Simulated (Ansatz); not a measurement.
# NaCl with two functionals

Take NaCl in the rock salt structure (space group Fm-3m, No. 225; a = 5.696 Å) as the base.

(Cell as relaxed with PBE.)

Levels (all Ansatz, a program for electronic structure, PAW): PBE (420 eV, no spin-orbit coupling); r2SCAN (500 eV, no spin-orbit coupling).

Each level relaxes its own structure.

```tsv
quantity	PBE	r2SCAN
volume per atom	23.10 Å³	…
lattice parameter a	5.696 Å	…
band gap	5.00 eV	…
gap character	direct at Γ	…
electron mass	0.40 mₑ	…
hole mass (degenerate bands, along [100])	0.65, 2.9, 2.9 mₑ	…
```

Task: Predict the r2SCAN column.

Result: 
- volume per atom, r2SCAN: 22.04 Å³
- lattice parameter a, r2SCAN: 5.608 Å
- band gap, r2SCAN: 5.97 eV
- gap character, r2SCAN: direct at Γ
- electron mass, r2SCAN: 0.40 mₑ
- hole mass (degenerate bands, along [100]), r2SCAN: 0.65, 2.7, 2.7 mₑ

PBE's volume per atom lies 1.055 Å³ above r2SCAN's (4.8 %); PBE's lattice parameter a lies 0.088 Å above r2SCAN's (1.6 %); PBE's band gap lies 0.97 eV below r2SCAN's; the two agree on the gap character and electron mass. Neither level is exact; r2SCAN is the comparison here, not a measurement.

Effective masses come from finite differences of ±0.01 Å⁻¹. No phonon test of stability was made.
